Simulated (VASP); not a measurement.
Sc, 2 atoms in the cell. Symmetry: P6_3/mmc, No. 194, hexagonal system. Conventional cell: a = 3.232 Å, b = 3.232 Å, c = 4.983 Å, α = 90.00°, β = 90.00°, γ = 120.00°. Sc (site symmetry -6m2) has 12 Sc at 3.11 to 3.23 Å as nearest neighbours. 

```yaml
Program: VASP 6.6.1
Task: relaxation of cell and atoms
Functional: LDA
Potentials_or_basis: VASP PAW LDA potentials, release 64 (Sc_sv)
Cutoff: 600 eV
k_mesh: 15 × 15 × 8
Occupations: methfessel-paxton, width 0.1 eV
Spin: no spin polarisation
Further_INCAR_settings: ALGO = Normal; EDIFF = 1e-07; IBRION = 2; EDIFFG = -0.005; NSW = 90; ISIF = 3
```

Potentials or basis: VASP PAW LDA potentials, release 64 (Sc_sv).

Launch:

```sh
$ cat potpaw_LDA.64/Sc_sv/POTCAR > POTCAR
$ mpirun -np 1 vasp_std > vasp.out
```

Hardware: 1 thread of Intel(R) Xeon(R) 6975P-C (Granite Rapids) (shared host).

Q: How long does it take, and how much memory?

A: It took 53 s on 1 thread of Intel(R) Xeon(R) 6975P-C (Granite Rapids), with other jobs on the host, peak memory 0.23 GiB. Counts: scf iterations 17, k points 135, ion steps 2.
